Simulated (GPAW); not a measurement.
# Te2Mo (P6_3/mmc) in GPAW: a series of runs, part 2 of 2

GPAW 26.7.0.

**3. Band structure, r2SCAN, spin-orbit coupling, no magnetisation**

run.py

```python
import numpy as np
from ase.dft.bandgap import bandgap
from ase.io import write
from ase.spacegroup import crystal
from ase.units import GPa
from gpaw import GPAW, PW
from gpaw.spinorbit import soc_eigenstates

# Te 4f
# Mo 2c
atoms = crystal(['Te', 'Mo'],
                basis=[[0.6666666667, 0.3333333333, 0.379],
                       [0.6666666667, 0.3333333333, 0.75]],
                spacegroup=194, setting=1,  # P6_3/mmc
                cellpar=[3.5182, 3.5182, 13.9736, 90.0, 90.0, 120.0],
                primitive_cell=True)

calc = GPAW(mode=PW(600),
            xc='MGGA_X_R2SCAN+MGGA_C_R2SCAN',
            kpts={'size': (5, 5, 2), 'gamma': True},
            occupations={'name': 'fermi-dirac', 'width': 0.05},
            nbands=46,
            convergence={'density': 1e-05, 'energy': 1e-05},
            maxiter=150,
            txt='gpaw.txt')
atoms.calc = calc
energy = atoms.get_potential_energy()
forces = atoms.get_forces()
stress = atoms.get_stress()
calc.write('gs.gpw')
write('result.traj', atoms)
print(f'Energy: {energy:.6f} eV')
print('Forces (eV/A):')
print(forces.round(4))
print('Stress (GPa):', (stress / GPa).round(3))
print('Fermi level:', round(calc.get_fermi_level(), 4), 'eV')
print(f'Gap: {bandgap(calc)[0]:.4f} eV, direct: {bandgap(calc, direct=True)[0]:.4f} eV')

path = atoms.cell.bandpath('GMKGALHA,LM,KH', npoints=80, eps=1e-4)
bs_calc = calc.fixed_density(kpts=path, symmetry='off', nbands=73,
                             convergence={'bands': 'CBM+6.0', 'eigenstates': 1e-6}, txt='bands.txt')
bs = bs_calc.band_structure()
bs.write('bs.json')
print(f'Gap on the path: {bandgap(bs_calc)[0]:.4f} eV')

soc = soc_eigenstates(bs_calc, theta=0, phi=0, ignore_xc_potential=True)
np.savetxt('soc_bands.dat', soc.eigenvalues(), fmt='%.4f')
mesh = soc_eigenstates('gs.gpw', theta=0, phi=0, ignore_xc_potential=True)
np.savetxt('soc_mesh.dat', mesh.eigenvalues(), fmt='%.4f')
print('Fermi level with spin-orbit coupling:', round(mesh.fermi_level, 4), 'eV')
```

Potentials or basis: GPAW PAW data sets (gpaw-data 1.2.1), pw.

Command:

```console
$ OMP_NUM_THREADS=1 python run.py
```

It took 7.5 min on 1 thread of Intel Xeon Platinum 8488C (Sapphire Rapids), shared host; peak memory 1.1 GiB.

The run converged. Its results:

```yaml
Free_energy: -121.2191 eV
Pressure: 1.8 GPa
Largest_force: 0.135 eV/Å
Band_gap_on_the_k_mesh: 0.80 eV, indirect (least direct gap 1.37 eV)
Band_gap_along_the_path: 0.80 eV, indirect (least direct gap 1.04 eV)
```

Forces in eV/Å, atoms in the order of the input:
```
Te   0.000  0.000 -0.134
Te   0.000  0.000 -0.135
Te   0.000  0.000  0.134
Te   0.000  0.000  0.135
Mo   0.000  0.000  0.000
Mo   0.000  0.000  0.000
```

Stress tensor (GPa, compression positive):
```
2.12 0.00 0.00
0.00 2.12 0.00
0.00 0.00 1.08
```

Levels at the corners of the path, in eV from the valence-band top:
```csv
point,band 49,band 50,band 51,band 52,band 53,band 54,band 55,band 56
Γ,-0.46,-0.46,0.00,0.00,2.64,2.64,2.78,2.78
M,-0.68,-0.68,-0.43,-0.43,1.30,1.30,1.36,1.36
K,-0.36,-0.36,-0.04,-0.04,1.00,1.00,1.03,1.03
Γ,-0.46,-0.46,0.00,0.00,2.64,2.64,2.78,2.78
A,-0.12,-0.12,-0.12,-0.12,2.69,2.69,2.69,2.69
L,-0.56,-0.56,-0.56,-0.56,1.33,1.33,1.33,1.33
H,-0.33,-0.33,-0.12,-0.12,1.00,1.00,1.05,1.05
A,-0.12,-0.12,-0.12,-0.12,2.69,2.69,2.69,2.69
L,-0.56,-0.56,-0.56,-0.56,1.33,1.33,1.33,1.33
M,-0.68,-0.68,-0.43,-0.43,1.30,1.30,1.36,1.36
K,-0.36,-0.36,-0.04,-0.04,1.00,1.00,1.03,1.03
H,-0.33,-0.33,-0.12,-0.12,1.00,1.00,1.05,1.05
```

Caveat: the k mesh is coarse; spin-orbit coupling was added after a scalar SCF, so levels and gaps hold it while energy, forces, pressure and moments don't; this program's spin-orbit splittings come out too wide for heavy elements; the PAW data sets were made with another functional, which shifts forces and pressure a little.

**4. Band structure, optPBE-vdW, spin-orbit coupling, no magnetisation**

run.py

```python
import numpy as np
from ase.dft.bandgap import bandgap
from ase.io import read, write
from gpaw import GPAW, PW
from gpaw.spinorbit import soc_eigenstates

atoms = read('Te2Mo.cif')

calc = GPAW(mode=PW(600),
            xc={'name': 'optPBE-vdW', 'backend': 'libvdwxc'},
            kpts={'size': (5, 5, 2), 'gamma': True},
            occupations={'name': 'fermi-dirac', 'width': 0.05},
            nbands=46,
            convergence={'density': 1e-05, 'energy': 1e-05},
            maxiter=150,
            txt='gpaw.txt')
atoms.calc = calc
energy = atoms.get_potential_energy()
forces = atoms.get_forces()
calc.write('gs.gpw')
write('result.traj', atoms)
print(f'Energy: {energy:.6f} eV')
print('Forces (eV/A):')
print(forces.round(4))
print('Fermi level:', round(calc.get_fermi_level(), 4), 'eV')
print(f'Gap: {bandgap(calc)[0]:.4f} eV, direct: {bandgap(calc, direct=True)[0]:.4f} eV')

path = atoms.cell.bandpath('GMKGALHA,LM,KH', npoints=60, eps=1e-4)
bs_calc = calc.fixed_density(kpts=path, symmetry='off', nbands=73,
                             convergence={'bands': 'CBM+6.0', 'eigenstates': 1e-6}, txt='bands.txt')
bs = bs_calc.band_structure()
bs.write('bs.json')
print(f'Gap on the path: {bandgap(bs_calc)[0]:.4f} eV')

soc = soc_eigenstates(bs_calc, theta=90, phi=0)
np.savetxt('soc_bands.dat', soc.eigenvalues(), fmt='%.4f')
mesh = soc_eigenstates('gs.gpw', theta=90, phi=0)
np.savetxt('soc_mesh.dat', mesh.eigenvalues(), fmt='%.4f')
print('Fermi level with spin-orbit coupling:', round(mesh.fermi_level, 4), 'eV')
```

Te2Mo.cif

```cif
data_Te2Mo
_cell_length_a 3.51820000
_cell_length_b 3.51820000
_cell_length_c 13.97360000
_cell_angle_alpha 90.00000000
_cell_angle_beta 90.00000000
_cell_angle_gamma 120.00000000
_space_group_name_H-M_alt 'P6_3/mmc'
_space_group_name_Hall '-P 6c 2c'
_space_group_IT_number 194
loop_
_space_group_symop_operation_xyz
'x,y,z'
'-x,-y,-z'
'x-y,x,z+1/2'
'-x+y,-x,-z+1/2'
'-y,x-y,z'
'y,-x+y,-z'
'-x,-y,z+1/2'
'x,y,-z+1/2'
'-x+y,-x,z'
'x-y,x,-z'
'y,-x+y,z+1/2'
'-y,x-y,-z+1/2'
'-y,-x,-z+1/2'
'y,x,z+1/2'
'-x,-x+y,-z'
'x,x-y,z'
'-x+y,y,-z+1/2'
'x-y,-y,z+1/2'
'y,x,-z'
'-y,-x,z'
'x,x-y,-z+1/2'
'-x,-x+y,z+1/2'
'x-y,-y,-z'
'-x+y,y,z'
loop_
_atom_site_label
_atom_site_type_symbol
_atom_site_symmetry_multiplicity
_atom_site_Wyckoff_symbol
_atom_site_fract_x
_atom_site_fract_y
_atom_site_fract_z
_atom_site_occupancy
Te1 Te 4 f 0.6666666667 0.3333333333 0.3790000000 1
Mo1 Mo 2 c 0.6666666667 0.3333333333 0.7500000000 1
```

Command:

```console
$ OMP_NUM_THREADS=1 python run.py
```

Run time: 2.6 min. Hardware: 1 thread of Intel Xeon Platinum 8488C (Sapphire Rapids), shared host; peak memory 0.82 GiB.

The run converged. Its results:

```
Free energy             : -161.0948 eV
Largest force           : 0.413 eV/Å
Band gap on the k mesh  : 0.69 eV, indirect (least direct gap 1.22 eV)
Band gap along the path : 0.72 eV, indirect (least direct gap 0.95 eV)
```

Forces in eV/Å, atoms in the order of the input:
```
Te   0.000  0.000  0.413
Te   0.000  0.000 -0.413
Te   0.000  0.000  0.413
Te   0.000  0.000 -0.413
Mo   0.000  0.000  0.000
Mo   0.000  0.000  0.000
```

Levels at the corners of the path, in eV from the valence-band top:
| point | band 48 | band 49 | band 50 | band 51 | band 52 | band 53 | band 54 | band 55 | band 56 | band 57 |
| --- | --- | --- | --- | --- | --- | --- | --- | --- | --- | --- |
| Γ | -0.92 | -0.38 | -0.38 | 0.00 | 0.00 | 2.47 | 2.47 | 2.61 | 2.61 | 2.73 |
| M | -0.96 | -0.59 | -0.59 | -0.34 | -0.34 | 1.18 | 1.18 | 1.24 | 1.24 | 1.40 |
| K | -1.79 | -0.38 | -0.38 | -0.06 | -0.06 | 0.89 | 0.89 | 0.92 | 0.92 | 1.16 |
| Γ | -0.92 | -0.38 | -0.38 | 0.00 | 0.00 | 2.47 | 2.47 | 2.61 | 2.61 | 2.73 |
| A | -0.93 | -0.10 | -0.10 | -0.10 | -0.10 | 2.51 | 2.52 | 2.52 | 2.52 | 2.90 |
| L | -0.96 | -0.47 | -0.47 | -0.47 | -0.47 | 1.20 | 1.20 | 1.20 | 1.20 | 1.57 |
| H | -1.98 | -0.35 | -0.35 | -0.13 | -0.13 | 0.89 | 0.89 | 0.94 | 0.94 | 1.57 |
| A | -0.93 | -0.10 | -0.10 | -0.10 | -0.10 | 2.51 | 2.52 | 2.52 | 2.52 | 2.90 |
| L | -0.96 | -0.47 | -0.47 | -0.47 | -0.47 | 1.20 | 1.20 | 1.20 | 1.20 | 1.57 |
| M | -0.96 | -0.59 | -0.59 | -0.34 | -0.34 | 1.18 | 1.18 | 1.24 | 1.24 | 1.40 |
| K | -1.79 | -0.38 | -0.38 | -0.06 | -0.06 | 0.89 | 0.89 | 0.92 | 0.92 | 1.16 |
| H | -1.98 | -0.35 | -0.35 | -0.13 | -0.13 | 0.89 | 0.89 | 0.94 | 0.94 | 1.57 |

Caveat: the k mesh is coarse; spin-orbit coupling was added after a scalar SCF, so levels and gaps hold it while energy, forces, pressure and moments don't; this program's spin-orbit splittings come out too wide for heavy elements; the PAW data sets were made with another functional, which shifts forces and pressure a little.

**5. The runs side by side**

| task | level | potentials or basis | spin | cutoff (eV) | band path | band points | spin axis theta (degrees) | spin axis phi (degrees) | grid spacing | gap on the mesh (eV) | largest force (eV/Å) |
| --- | --- | --- | --- | --- | --- | --- | --- | --- | --- | --- | --- |
| equation of state | PBE | GPAW PAW data sets (gpaw-data 1.2.1), fd | off | - | - | - | - | - | 0.16 Å | - | - |
| band structure | r2SCAN | GPAW PAW data sets (gpaw-data 1.2.1), pw | SOC, no magnetisation | 600 | GMKGALHA,LM,KH | 80 | 0 | 0 | - | 0.80 | 0.13 |
| band structure | optPBE-vdW | GPAW PAW data sets (gpaw-data 1.2.1), pw | SOC, no magnetisation | 600 | GMKGALHA,LM,KH | 60 | 90 | 0 | - | 0.69 | 0.41 |

Alike in all rows: cell as given; k mesh 5 × 5 × 2; smearing fermi-dirac 0.05 eV; the mesh is coarse, so values aren't converged.

Caveats: some runs use coarse meshes; spin-orbit coupling was added after a scalar SCF, so levels and gaps hold it while energy, forces, pressure and moments don't (some runs); this program's spin-orbit splittings come out too wide for heavy elements (some runs); the PAW data sets were made with another functional, which shifts forces and pressure a little (some runs); the real-space grid adds noise to forces (some runs); this functional lacks dispersion, which binds the layers, so the pressure and a relaxed spacing across them are unreliable (some runs).

Total energies depend on the potentials used, so only differences within one code and one set of settings carry meaning.

**6. Against experiment**

Step 3. A measured gap of Te2Mo is 0.88 eV (indirect; 300 K; quoted in “Broadband infrared study of pressure-tunable Fano resonance and metallization transition in 2H-MoTe2”, 2022, pmc:9569381); the calculated 0.80 eV misses it by -0.08 eV. The value is that of r2SCAN, without temperature or zero-point motion.

Step 4. The gap isn't set beside the deposited one, since this odd mesh misses points on the zone boundary.
